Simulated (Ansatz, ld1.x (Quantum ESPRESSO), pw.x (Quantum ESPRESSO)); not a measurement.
What a changed setting does to a pw.x run (bcc Mg)

Potential: norm-conserving Troullier–Martins (Kleinman–Bylander form), ld1.x (Quantum ESPRESSO) 7.5, PBE; core [Ne], reference 3s1.5 3p0.5; waves: 3s (bound): rc 2.65 bohr; 3p (bound): rc 3.20 bohr; 3d channel at 0.3 Ry: rc 3.05 bohr; local part: all-electron potential smoothed inside 2.94 bohr (lloc = -1); core correction: a·sin(br)/r model core inside 1.65 bohr.

The reference run (k-mesh 13³, cutoffs 50/200 Ry, Fermi–Dirac 0.01 Ry, mixing_beta 0.4, conv_thr 1e-9, no spin) gives -0.13 GPa at 22.870 Å³/atom, where all-electron LAPW gives 0.19 GPa. This run, with its own iteration cap, changes k-mesh points per axis to 1, a wrong or extreme entry chosen on purpose.

```
&control
  calculation='scf', prefix='x', pseudo_dir='./', outdir='./tmp', tstress=.true., disk_io='none'
/
&system
  ibrav=0, nat=1, ntyp=1, ecutwfc=50, ecutrho=200, nbnd=8,
  occupations='smearing', smearing='fd', degauss=0.01
/
&electrons
  conv_thr=1e-09, mixing_beta=0.4, electron_maxstep=70
/
ATOMIC_SPECIES
Mg 1.0 Mg.UPF
CELL_PARAMETERS angstrom
  -1.78814222 1.78814222 1.78814222
  1.78814222 -1.78814222 1.78814222
  1.78814222 1.78814222 -1.78814222
ATOMIC_POSITIONS crystal
Mg 0.0000 0.0000 0.0000
K_POINTS automatic
1 1 1 0 0 0
```

```bash
pw.x < Mg.scf.in > Mg.scf.out
```

Question: How does the run end?

Answer: It converges in 6 iterations; the free energy moves by -8.43 eV/atom and the pressure by -36.77 GPa. The result is not a property of the crystal.

```
Message from routine setup:
     using ibrav=0 with symmetry is DISCOURAGED, use correct ibrav instead
     lattice parameter (alat)  =       5.8528  a.u.
     unit-cell volume          =     154.3344 (a.u.)^3
     number of electrons       =         2.00
     number of Kohn-Sham states=            8
     kinetic-energy cutoff     =      50.0000  Ry
     charge density cutoff     =     200.0000  Ry
     scf convergence threshold =      1.0E-09
     Exchange-correlation= PBE
     number of k points=     1  Fermi-Dirac smearing, width (Ry)=  0.0100
     iteration #  1     ecut=    50.00 Ry     beta= 0.40
     total energy              =      -3.03587491 Ry
     estimated scf accuracy    <       0.00265261 Ry
     iteration #  2     ecut=    50.00 Ry     beta= 0.40
     total energy              =      -3.03554103 Ry
     estimated scf accuracy    <       0.00091229 Ry
     iteration #  3     ecut=    50.00 Ry     beta= 0.40
     total energy              =      -3.03555448 Ry
     estimated scf accuracy    <       0.00000003 Ry
     iteration #  4     ecut=    50.00 Ry     beta= 0.40
     total energy              =      -3.03555467 Ry
     estimated scf accuracy    <       0.00000001 Ry
     iteration #  5     ecut=    50.00 Ry     beta= 0.40
     total energy              =      -3.03555466 Ry
     estimated scf accuracy    <       0.00000005 Ry
     iteration #  6     ecut=    50.00 Ry     beta= 0.40
     the Fermi energy is     7.6873 ev
!    total energy              =      -3.03555466 Ry
     estimated scf accuracy    <          5.7E-10 Ry
     smearing contrib. (-TS)   =       0.00000000 Ry
     The total energy is F=E-TS. E is the sum of the following terms:
     one-electron contribution =       0.67253465 Ry
     hartree contribution      =       0.00331141 Ry
     xc contribution           =      -1.55743399 Ry
     ewald contribution        =      -2.15396673 Ry
     convergence has been achieved in   6 iterations
          total   stress  (Ry/bohr**3)                   (kbar)     P=     -369.01
     Message from routine punch:
     Nothing written, as per user request (disk_io='none')
```

The run took about 0.3 s on one core of a shared host (Neoverse-V1, 32 threads, 247 GiB, load 17).
